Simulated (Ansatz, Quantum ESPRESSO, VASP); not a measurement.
**BP: highest zone-centre phonon by level of theory**

The structure is cubic, space group F-43m (No. 216). The conventional cell has a = 4.538 Å, b = 4.538 Å, c = 4.538 Å, α = 90.00°, β = 90.00°, γ = 90.00°. P (site symmetry -43m) has 4 B at 1.97 Å as nearest neighbours. B (site symmetry -43m) is surrounded by 4 P at 1.97 Å.

| rung | level | program and potentials | cutoff (eV) | k mesh | smearing | task | highest zone-centre phonon (cm⁻¹) | notes |
| --- | --- | --- | --- | --- | --- | --- | --- | --- |
| LDA | LDA | Quantum ESPRESSO, GBRV 1.5 LDA | 612 | 8 × 8 × 8, shifted | fermi-dirac 0.05 | phonons | 820 | cell relaxed first (11.34 Å³/atom) |
| LDA | LDA | Quantum ESPRESSO, PseudoDojo 0.4.1 SR LDA standard | 1034 | 6 × 6 × 6, shifted | fermi-dirac 0.05 | phonons and Raman activities | 821 | cell relaxed first (11.29 Å³/atom) |
| GGA | PBE | Ansatz, all-electron LAPW, scalar-relativistic | - | 10 × 10 × 10 | fermi-dirac 0.05 | phonons | 805 | - |
| GGA | PBE | Quantum ESPRESSO, PseudoDojo 0.4.1 SR PBE standard | 1034 | 6 × 6 × 6, shifted | fermi-dirac 0.05 | phonons and Raman activities | 800 | cell relaxed first (11.75 Å³/atom) |
| GGA | PBE | Quantum ESPRESSO, PseudoDojo 0.4.1 SR PBE standard | 1034 | 8 × 8 × 8, shifted | fermi-dirac 0.05 | phonons | 800 | cell relaxed first (11.75 Å³/atom) |
| GGA | PBE | Quantum ESPRESSO, SG15 PBE 1.2 | 952 | 8 × 8 × 8, shifted | fermi-dirac 0.05 | phonons | 801 | cell relaxed first (11.71 Å³/atom) |
| non-local van der Waals functional | vdW-DF-cx | Quantum ESPRESSO, PseudoDojo 0.4.1 SR PBE standard | 1034 | 8 × 8 × 8, shifted | fermi-dirac 0.05 | phonons | 804 | potentials made for PBE |
| meta-GGA | r2SCAN | VASP, PBE PAW files B, P, 600 eV | 600 | 7 × 7 × 7 | gaussian 0.05 | elastic constants | 821 | potentials made for PBE; cell relaxed first (11.64 Å³/atom) |

All rows: no spin polarisation. Smearing widths are in eV. The cell comes from a database and isn't always the measured one. Meshes differ between rows, which moves values too. All levels ran on this one cell, unrelaxed unless noted. Frequencies are at q = 0 without the long-range field, so in polar crystals they are those of transverse modes; the cell's volume weighs on them. Meshes are those of the run's cell of 2 atoms unless a note names another. Runs on faulty files, with rough fits or with known faults for this quantity aren't shown. No row holds spin-orbit coupling.

By rung: LDA in relaxed cells 820 to 821; GGA 805; GGA in relaxed cells 800 to 801; non-local van der Waals functional 804; meta-GGA in relaxed cells 821 (cm⁻¹).
